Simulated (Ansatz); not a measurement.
## CdGeAs2 in Ansatz: the effect of functional

CdGeAs2:

```xyz
8
Lattice="-2.9889 2.9889 5.6643 2.9889 -2.9889 5.6643 2.9889 2.9889 -5.6643" Properties=species:S:1:pos:R:3 pbc="T T T"
Cd    0.0000    0.0000    5.6643
Cd    2.9889    0.0000    2.8321
As    1.4944    1.3224   -1.4161
As    1.6665   -1.4944    7.0804
As    1.4944    1.6665    4.2482
As    1.3224    4.4833    1.4161
Ge    0.0000    2.9889    2.8321
Ge    0.0000    0.0000    0.0000
```

The cell is a database's computed one.

Alike in all runs:

```yaml
Program: Ansatz 0.2.0
Task: band structure
Potentials_or_basis: all-electron LAPW, scalar-relativistic
Cutoff: 289 eV (chosen from the basis error)
Basis_error_allowed: 0.002 eV/atom
k_mesh: 6 × 6 × 6
Occupations: fermi-dirac, width 0.05 eV
Spin: no spin polarisation
```

| functional | pressure (GPa) | largest force (eV/Å) |
| --- | --- | --- |
| PBEsol | -0.7 | 0.18 |
| LDA | ? | ? |
| PBE | 2.2 | 0.14 |

Problem. What does the run with functional LDA give?

Solution. Pressure -2.5 GPa; largest force 0.22 eV/Å.
